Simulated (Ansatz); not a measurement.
Te2Mo, a slab with vacuum:

```
CELL_PARAMETERS angstrom
3.56138 0.00000 0.00000
-1.78069 3.08425 0.00000
0.00000 0.00000 38.99027
ATOMIC_POSITIONS crystal
Te 0.33333 0.66667 0.32822
Te 0.33333 0.66667 0.95182
Te 0.66667 0.33333 0.14008
Te 0.66667 0.33333 0.76363
Te 0.66667 0.33333 0.04818
Te 0.66667 0.33333 0.67178
Te 0.33333 0.66667 0.23637
Te 0.33333 0.66667 0.85992
Mo 0.66667 0.33333 0.28234
Mo 0.66667 0.33333 0.90586
Mo 0.33333 0.66667 0.09414
Mo 0.33333 0.66667 0.71766
```

Base run:

| Quantity | Value |
| --- | --- |
| Program | Ansatz 0.2.0 |
| Functional | PBEsol |
| Potentials or basis | Ansatz PAW |
| Cutoff | 420 eV (not typed: the program's choice for these potentials) |
| k mesh | 7 × 7 × 1 |
| Occupations | fermi-dirac, width 0.05 eV |
| Spin | no spin polarisation |
| Hubbard terms | Mo d U = 8 eV |

Its results: band gap on the k mesh 1.05 eV, indirect (least direct gap 1.44 eV); largest force 0.258 eV/Å.

Task: The run is repeated on the same cell with these changes: hubbard terms from Mo d U = 8 eV to Mo d U = 5 eV. What comes out?

Result: Band gap on the k mesh 1.11 eV, indirect (least direct gap 1.15 eV); largest force 0.272 eV/Å.

Caveats: odd divisions of the mesh miss points on the zone boundary, where band edges often lie, so the gap on the mesh can be too wide; spin-orbit coupling is left out, which moves the levels of the heavy elements; the PAW data sets come from PBE, with cores solved anew for the run's functional, which leaves a small shift of forces and pressure; the U is typed as a test and isn't derived for this compound.

A k mesh can miss the band edges.
